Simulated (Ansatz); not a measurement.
# Cu3N: molecular dynamics by PAW and LAPW

Aim: follow Cu3N in time (20 steps of 3 fs under a Langevin thermostat at 500 K) with PAW and LAPW. Both runs start alike, so that frozen cores can be judged against all electrons.

The COD entry's cell or inner coordinates are ideal or old and differ from later refinements, so a difference from it is no clean test against experiment.

All numbers below are computed with Ansatz 0.2.0 (DFT PBEsol, scalar-relativistic).

## 1. The structure to begin with

The cell holds 4 atoms (Cu3N): a = 3.807 Å, b = 3.807 Å, c = 3.807 Å, α = 90.00°, β = 90.00°, γ = 90.00°.

Structure file:

```
Cu N
1.0
     3.80700    0.00000    0.00000
     0.00000    3.80700    0.00000
     0.00000    0.00000    3.80700
Cu N
3 1
Cartesian
  1.9035 0.0000 0.0000
  0.0000 1.9035 0.0000
  0.0000 0.0000 1.9035
  0.0000 0.0000 0.0000
```

The cell comes from a crystallographic database entry that wasn't checked; take it as a given geometry, which may be far from equilibrium.

## 2. Frozen-core PAW

File input.yaml:

```yaml
crystal:
  lattice:
    - [3.807, 0.0, 0.0]
    - [0.0, 3.807, 0.0]
    - [0.0, 0.0, 3.807]
  atoms:
    - { symbol: Cu, position: [0.5, 0.0, 0.0] }
    - { symbol: Cu, position: [0.0, 0.5, 0.0] }
    - { symbol: Cu, position: [0.0, 0.0, 0.5] }
    - { symbol: "N", position: [0.0, 0.0, 0.0] }
kpoints:
  mp_grid: { grid: [5, 5, 5] }
scf:
  occupations: { method: fermi_dirac, width: 0.08 }
hamiltonian:
  xc: pbesol
  pseudopotentials: { kind: paw }
output:
  forces: true
  stress: true
md:
  timestep: 3.0
  n_steps: 20
  ensemble: nvt_langevin
  temperature: 500
  initial_velocities: maxwell_boltzmann
  seed: 629037
```

Run with:

```console
$ ansatz run input.yaml --threads 2 --pin off --max-ram 6144MiB --backend cpu --events-out ev --progress --plain --runs-dir out
```

Output (excerpt; [...] marks lines left out):

```text
Warning: md: disabling space-group detection — thermal motion breaks the input geometry's symmetry, so no spatial operation reduces the k-mesh or symmetrises the density; time reversal is kept, so that k and −k are solved as one point where they differ and the mesh holds both, and exact [...]
Warning: output.stress: scf.convergence.dr2_threshold = 4e-9 eV (the default of an md: trajectory) is looser than the 4e-10 eV advised for a printed stress (1e-10 eV for each atom of the cell: 4). What an SCF threshold leaves in a stress goes as its square root, and in the free energy as [...]
Pseudopotentials: kind: paw
Pseudopotential: Cu, paw, valence charge 19, recommended cutoff 420 eV (normal)
Pseudopotential: N, paw, valence charge 5, recommended cutoff 420 eV (normal)
Functional definition: PBEsol
[...]
Crystal: 4 atoms, lattice volume = 55.176 Å³
Basis set: ecut = 420 eV, 1045 PW (Γ), exchange–correlation on 54×54×54 points (8 copies of the dense FFT grid, shifted against one another)
Bands: 38, of which v1, the nominal top of the filled ones, is band 31 counted from 1 (30 counted from 0)
Symmetry: 1 space group operations
k-points: 63 of 125 (time reversal used)
[...]
SCF iter   1: F=—  HF=-20143.686333 eV  |F-HF|=—  |Δ(HF+E_count)|=         —  Δρ=1.51e-2  dr2=8.73e-2  ethr=1.77e-3  ⟨swp⟩=5.9  Hψ=8388  notcnv=0  defer=8
[...]
md step     0: t =     0.00 fs  T =   375.0 K  F+E_penalty+E_count = -20143.66552053 eV  E_kin = 0.193890 eV  P_inst = -3.9496 GPa  (11 SCF iters)
[...]
md step     5: t =    15.00 fs  T =   437.4 K  F+E_penalty+E_count = -20143.63706261 eV  E_kin = 0.226151 eV  P_inst = -3.8155 GPa  (6 SCF iters)
[...]
md step    10: t =    30.00 fs  T =   309.6 K  F+E_penalty+E_count = -20143.59839068 eV  E_kin = 0.160068 eV  P_inst = -3.8398 GPa  (10 SCF iters)
[...]
md step    15: t =    45.00 fs  T =   237.8 K  F+E_penalty+E_count = -20143.54468478 eV  E_kin = 0.122973 eV  P_inst = -3.9549 GPa  (8 SCF iters)
[...]
md step    19: t =    57.00 fs  T =   237.8 K  F+E_penalty+E_count = -20143.47627292 eV  E_kin = 0.122933 eV  P_inst = -3.7002 GPa  (8 SCF iters)
[...]
md step    20: t =    60.00 fs  T =   285.1 K  F+E_penalty+E_count = -20143.47107253 eV  E_kin = 0.147386 eV  P_inst = -3.6642 GPa  (10 SCF iters)
SCF converged after 10 iterations
Free energy (F): -20143.471073 eV
[...]
E sigma→0 (E₀):  -20143.471028 eV
Entropy (-TS):   -0.000089 eV (-0.022 meV/atom)
Fermi energy:    11.343728 eV
[...]
--- Forces (eV/Å), atoms counted from 1 ---
  atom   1  Cu     0.62761686     0.30185846    -0.03420910
  atom   2  Cu    -0.52750059     0.86592760    -0.27015882
  atom   3  Cu     0.47824252     0.00324059    -0.22367461
  atom   4  N     -0.57835947    -1.17102758     0.52804252
[...]
--- Stress (GPa, compression-positive) ---
       -4.036808       1.163690      -0.064295
        1.163690      -3.043062       0.385878
       -0.064295       0.385878      -4.768732
  P = ⅓ Tr σ = -3.9495 GPa (-39.495 kbar)
--- MD trajectory: 20 steps, t = 0.0 → 60.0 fs ---
  final state: T = 285.1 K   F+E_penalty+E_count = -20143.47107253 eV   E_kin = 0.147386 eV
```

Run time: 35 s. Hardware: 2 threads of AMD EPYC 9R45 (Zen 5), shared host; peak memory 0.49 GiB.

## 3. Frames and traces

The trajectory, every 2 steps (energies from step 0); msd is the mean square displacement from the start, the centre of mass held:

```tsv
time (fs)	T (K)	potential energy change (meV/atom)	pressure (GPa)	msd Cu (Å²)	msd N (Å²)
0.0	375	0.0	-3.9	0.000	0.000
6.0	383	3.0	-3.9	0.001	0.001
12.0	403	6.5	-3.8	0.002	0.003
18.0	384	7.8	-3.9	0.005	0.005
24.0	459	11.7	-3.8	0.009	0.005
30.0	310	16.8	-3.8	0.013	0.004
36.0	390	20.7	-3.7	0.018	0.003
42.0	354	25.7	-3.9	0.024	0.005
48.0	237	34.9	-3.9	0.029	0.010
54.0	290	43.2	-3.7	0.032	0.014
60.0	285	48.6	-3.7	0.036	0.015
```

time (fs), T (K) and a bar:
```
      0.0        375 ###################
      3.0        399 ######################
      6.0        383 ####################
      9.0        411 ########################
     12.0        403 #######################
     15.0        437 ###########################
     18.0        384 ####################
     21.0        436 ###########################
     24.0        459 ##############################
     27.0        277 ######
     30.0        310 ##########
     33.0        312 ##########
     36.0        390 #####################
     39.0        379 ###################
     42.0        354 ################
     45.0        238 
     48.0        237 
     51.0        235 
     54.0        290 #######
     57.0        238 
     60.0        285 #######
```

## 4. Snapshots as a file

Extended XYZ, with forces in eV/Å:

```xyz
4
Lattice="3.807 0.000 0.000 0.000 3.807 0.000 0.000 0.000 3.807" Properties=species:S:1:pos:R:3:forces:R:3 pbc="T T T" time_fs=6.0 T=383 dE=0.0121
Cu    1.886   -0.012    0.008    0.518    0.032   -0.033
Cu    0.027    1.907    0.017   -0.079    0.026   -0.052
Cu   -0.016    0.013    1.897    0.007   -0.018   -0.246
N     0.009    0.006   -0.025   -0.446   -0.040    0.332
4
Lattice="3.807 0.000 0.000 0.000 3.807 0.000 0.000 0.000 3.807" Properties=species:S:1:pos:R:3:forces:R:3 pbc="T T T" time_fs=15.0 T=437 dE=0.0285
Cu    1.873   -0.017    0.020    0.280    0.057   -0.081
Cu    0.063    1.912    0.050   -0.192    0.098   -0.149
Cu   -0.052    0.033    1.888    0.052   -0.048   -0.394
N    -0.020    0.015   -0.049   -0.139   -0.107    0.624
4
Lattice="3.807 0.000 0.000 0.000 3.807 0.000 0.000 0.000 3.807" Properties=species:S:1:pos:R:3:forces:R:3 pbc="T T T" time_fs=24.0 T=459 dE=0.0466
Cu    1.878   -0.020    0.033   -0.322    0.093   -0.123
Cu    0.090    1.928    0.083   -0.269   -0.207   -0.234
Cu   -0.100    0.051    1.876    0.151   -0.062    0.127
N    -0.050    0.013   -0.037    0.439    0.176    0.230
4
Lattice="3.807 0.000 0.000 0.000 3.807 0.000 0.000 0.000 3.807" Properties=species:S:1:pos:R:3:forces:R:3 pbc="T T T" time_fs=30.0 T=310 dE=0.0671
Cu    1.883   -0.024    0.038   -0.404    0.124   -0.133
Cu    0.107    1.939    0.103   -0.303   -0.429   -0.268
Cu   -0.127    0.062    1.874    0.220   -0.071    0.441
N    -0.048    0.011   -0.021    0.487    0.376   -0.039
4
Lattice="3.807 0.000 0.000 0.000 3.807 0.000 0.000 0.000 3.807" Properties=species:S:1:pos:R:3:forces:R:3 pbc="T T T" time_fs=36.0 T=390 dE=0.0828
Cu    1.885   -0.032    0.038   -0.172    0.168   -0.132
Cu    0.122    1.950    0.122   -0.330   -0.560   -0.294
Cu   -0.157    0.072    1.879    0.300   -0.072    0.503
N    -0.030    0.016   -0.014    0.202    0.464   -0.078
4
Lattice="3.807 0.000 0.000 0.000 3.807 0.000 0.000 0.000 3.807" Properties=species:S:1:pos:R:3:forces:R:3 pbc="T T T" time_fs=45.0 T=238 dE=0.1208
Cu    1.881   -0.042    0.044    0.604    0.244   -0.125
Cu    0.150    1.964    0.145   -0.404   -0.318   -0.319
Cu   -0.196    0.077    1.895    0.425   -0.047    0.054
N     0.014    0.051   -0.026   -0.624    0.121    0.391
4
Lattice="3.807 0.000 0.000 0.000 3.807 0.000 0.000 0.000 3.807" Properties=species:S:1:pos:R:3:forces:R:3 pbc="T T T" time_fs=54.0 T=290 dE=0.1729
Cu    1.873   -0.034    0.044    0.908    0.281   -0.080
Cu    0.178    1.972    0.165   -0.486    0.389   -0.315
Cu   -0.212    0.081    1.917    0.459   -0.012   -0.251
N     0.022    0.110   -0.022   -0.881   -0.658    0.645
4
Lattice="3.807 0.000 0.000 0.000 3.807 0.000 0.000 0.000 3.807" Properties=species:S:1:pos:R:3:forces:R:3 pbc="T T T" time_fs=60.0 T=285 dE=0.1944
Cu    1.872   -0.024    0.039    0.628    0.302   -0.034
Cu    0.196    1.977    0.171   -0.528    0.866   -0.270
Cu   -0.223    0.088    1.932    0.478    0.003   -0.224
N     0.004    0.147   -0.001   -0.578   -1.171    0.528
```

## 5. Full-potential LAPW

input.yaml, as its differences from that of step 2:

```diff
@@ -16,3 +16,3 @@
   xc: pbesol
-  pseudopotentials: { kind: paw }
+  pseudopotentials: { kind: all_electron, lapw: { basis_error: 0.001 } }
 output:
```

Run with:

```console
$ ansatz run input.yaml --threads 2 --pin off --max-ram 6144MiB --backend cpu --events-out ev --progress --plain --runs-dir out
```

Output (excerpt; [...] marks lines left out):

```text
Warning: md: disabling space-group detection — thermal motion breaks the input geometry's symmetry, so no spatial operation reduces the k-mesh or symmetrises the density; time reversal is kept, so that k and −k are solved as one point where they differ and the mesh holds both, and exact [...]
LAPW: plane waves up to 11.146 Å⁻¹, error target 1.0e-3 eV per atom; small_component_spin mean_spin; N in spheres of 0.805 Å, 7 of its electrons in bands, Dirac shells []; Cu in spheres of 1.041 Å, 19 of its electrons in bands, Dirac shells []
[...]
Pseudopotentials: kind: all_electron
Pseudopotential: Cu, LAPW, valence charge 19, Koelling and Harmon's equation, gaussian nucleus
Pseudopotential: N, LAPW, valence charge 7, Koelling and Harmon's equation, gaussian nucleus
[... 1 set-up line as earlier in the session ...]
[...]
Crystal: 4 atoms, lattice volume = 55.176 Å³
Basis set: ecut = 473.30995270033804 eV, 1309 PW (Γ), exchange–correlation at level 2
[...]
md step    19: t =    57.00 fs  T =   237.8 K  F+E_penalty+E_count = -136477.00094037 eV  E_kin = 0.122960 eV  P_inst = -3.7373 GPa  (8 SCF iters)
[...]
md step    20: t =    60.00 fs  T =   285.1 K  F+E_penalty+E_count = -136476.99574802 eV  E_kin = 0.147409 eV  P_inst = -3.7013 GPa  (11 SCF iters)
SCF converged after 11 iterations
Free energy (F): -136476.995748 eV
[...]
E sigma→0 (E₀):  -136476.995703 eV
Entropy (-TS):   -0.000089 eV (-0.022 meV/atom)
Fermi energy:    11.268619 eV
[...]
--- Forces (eV/Å), atoms counted from 1 ---
  atom   1  Cu     0.62769198     0.30216861    -0.03416907
  atom   2  Cu    -0.52787839     0.86640699    -0.27027689
  atom   3  Cu     0.47841314     0.00316860    -0.22363925
  atom   4  N     -0.57822205    -1.17174890     0.52808196
[...]
--- Stress (GPa, compression-positive) ---
       -4.076479       1.160746      -0.065717
        1.160746      -3.076594       0.385752
       -0.065717       0.385752      -4.806987
  P = ⅓ Tr σ = -3.9867 GPa (-39.867 kbar)
--- MD trajectory: 20 steps, t = 0.0 → 60.0 fs ---
  final state: T = 285.1 K   F+E_penalty+E_count = -136476.99574802 eV   E_kin = 0.147409 eV
```

Wall time 5.2 min (2 threads of AMD EPYC 9R45 (Zen 5), shared host); peak memory 0.72 GiB.

## 6. Frames and traces

The trajectory, every 2 steps (energies from step 0); msd is the mean square displacement from the start, the centre of mass held:

```tsv
time (fs)	T (K)	potential energy change (meV/atom)	pressure (GPa)	msd Cu (Å²)	msd N (Å²)
0.0	375	0.0	-4.0	0.000	0.000
6.0	383	3.0	-3.9	0.001	0.001
12.0	403	6.5	-3.8	0.002	0.003
18.0	384	7.8	-4.0	0.005	0.005
24.0	459	11.7	-3.8	0.009	0.005
30.0	310	16.8	-3.9	0.013	0.004
36.0	390	20.7	-3.8	0.018	0.003
42.0	354	25.7	-3.9	0.024	0.005
48.0	237	35.0	-3.9	0.029	0.010
54.0	290	43.2	-3.8	0.032	0.014
60.0	285	48.6	-3.7	0.036	0.015
```

time (fs), T (K) and a bar:
```
      0.0        375 ###################
      3.0        399 ######################
      6.0        383 ####################
      9.0        411 ########################
     12.0        403 #######################
     15.0        437 ###########################
     18.0        384 ####################
     21.0        436 ###########################
     24.0        459 ##############################
     27.0        277 ######
     30.0        310 ##########
     33.0        312 ##########
     36.0        390 #####################
     39.0        379 ###################
     42.0        354 ################
     45.0        238 
     48.0        237 
     51.0        235 
     54.0        290 #######
     57.0        238 
     60.0        285 #######
```

## 7. Results

| quantity | value |
| --- | --- |
| PAW: length | 20 steps of 3 fs |
| PAW: temperature, first and last step | 375 and 285 K |
| PAW: temperature, second half | mean 297 K, from 235 to 390 K |
| PAW: potential energy, second half | +32 meV/atom from this run's first step |
| PAW: mean square displacement, second half | Cu 0.026, N 0.009 Å² |
| LAPW: length | 20 steps of 3 fs |
| LAPW: temperature, first and last step | 375 and 285 K |
| LAPW: temperature, second half | mean 297 K, from 235 to 390 K |
| LAPW: potential energy, second half | +32 meV/atom from this run's first step |
| LAPW: mean square displacement, second half | Cu 0.026, N 0.009 Å² |

Against a set 500 K the second half averages 297 K with a spread of 55 K (in equilibrium 4 atoms would scatter by about 204 K, over a far longer run); 32 meV/atom has gone into potential energy, and a thermostat that acts over some 100 fs has not made it up in 60 fs. No atom gets farther than 0.24 Å from its start, with the drift of the whole removed, against a typical distance of 1.9 Å between sites at the start. A run of 60 fs with 4 atoms shows the motion but fixes no equilibrium value. The price, with the outputs that each input asks for: 5.2 min for LAPW against 35 s for PAW, about 9 to one.
